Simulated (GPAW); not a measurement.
TaN:

```xyz
2
Lattice="0.0000 2.2113 2.2113 2.2113 0.0000 2.2113 2.2113 2.2113 0.0000" Properties=species:S:1:pos:R:3 pbc="T T T"
Ta    2.2113    2.2113    2.2113
N     0.0000    0.0000    0.0000
```

The cell comes from a database or a generator and needn't be the stable form of this composition.

| Property | Result |
| --- | --- |
| Program | GPAW 26.7.0 |
| Task | relaxation of cell and atoms |
| Functional | BLYP |
| Potentials or basis | PAW data sets generated in the run's folder for this functional |
| Cutoff | 800 eV |
| Basis | pw |
| k mesh | 10 × 10 × 10 |
| Occupations | fermi-dirac, width 0.05 eV |
| Spin | no spin polarisation |

At the start: pressure 7.6 GPa; volume 10.81 Å³/atom.

Q: How do energy, volume and symmetry change on relaxing?

A: Over 3 steps the energy falls by 7.0 meV/atom and the volume is 11.07 Å³/atom (+2.4 %); space group Fm-3m (No. 225, to 0.05 Å).

Step by step:
```tsv
step	energy change (eV)	largest force (eV/Å)	pressure (GPa)	volume (Å³)
1	0.0000	0.0000	7.60	21.63
2	-0.0096	0.0000	4.00	21.87
3	-0.0140	0.0000	0.11	22.14
```

Final structure:
```yaml
crystal:
  lattice:
    - [0.00000, 2.22872, 2.22872]
    - [2.22872, 0.00000, 2.22872]
    - [2.22872, 2.22872, 0.00000]
  atoms:
    - { symbol: Ta, position: [0.50000, 0.50000, 0.50000] }
    - { symbol: N, position: [0.00000, 0.00000, 0.00000] }
```

Caveat: later steps reuse the first step's grids.
